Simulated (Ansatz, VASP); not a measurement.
**NaH: VASP beside Ansatz**

Contents of INCAR:

```
SYSTEM = NaH
ALGO = Normal
EDIFF = 1E-8
ENCUT = 520
ISIF = 2
ISMEAR = -1
LASPH = .True.
LCHARG = .False.
LEFG = .True.
LREAL = .False.
LWAVE = .False.
NBANDS = 11
NELM = 100
PREC = Accurate
SIGMA = 0.03
```

File KPOINTS:

```
k-points
0
Gamma
  8 8 8
  0 0 0
```

File POSCAR:

```
NaH
1.0
    0.0000000000      2.3864216652      2.3864216652
    2.3864216652      0.0000000000      2.3864216652
    2.3864216652      2.3864216652      0.0000000000
Na H
1 1
Direct
   -0.0450000000     -0.0450000000      0.0450000000
    0.5450000000      0.5450000000      0.4550000000
```

Input for Ansatz:

```yaml
crystal:
  lattice:
    - [0.0, 2.3864216652, 2.3864216652]
    - [2.3864216652, 0.0, 2.3864216652]
    - [2.3864216652, 2.3864216652, 0.0]
  atoms:
    - { symbol: Na, position: [-0.045, -0.045, 0.045] }
    - { symbol: H, position: [0.545, 0.545, 0.455] }
kpoints:
  mp_grid: { grid: [8, 8, 8] }
scf:
  occupations: { method: fermi_dirac, width: 0.03 }
hamiltonian:
  xc: lda
  pseudopotentials: { kind: all_electron, datasets: crystal }
output:
  forces: true
  stress: true
  eigenvalues: true
  efg: { contact_densities: true }
```

Change from the starting cell: shortest bond scaled by 0.82, crystal datasets.

Alike in both runs: task electric field gradients; functional LDA; k mesh 8 × 8 × 8; occupations fermi-dirac, width 0.03 eV; no spin polarisation.

|  | VASP | Ansatz |
| --- | --- | --- |
| version | VASP 6.6.1 | Ansatz 0.2.0 |
| potentials or method | VASP PAW LDA potentials, release 64 (Na_pv, H) | all-electron PAW with datasets made for the crystal, scalar-relativistic |
| plane-wave cutoff (eV) | 520 | see its input |

```csv
,VASP,Ansatz,Ansatz less VASP
gap on the k mesh at the Fermi level (eV),3.41,3.41,+0.004
pressure (GPa),0.6,0.6,+0.03
largest component of the traceless stress (GPa),4.79,4.75,-0.038
rms of the force components (eV/Å),0.411,0.407,-0.0035
Vzz of the field gradient on the site that differs most (V/Å²),-9.7,-8.8,+0.91
```

Atom by atom the forces differ by 0.003 eV/Å (rms over components). Ansatz ran all-electron here, so the differences hold the error of VASP's frozen core and of both bases.

A k mesh can miss the band edges.
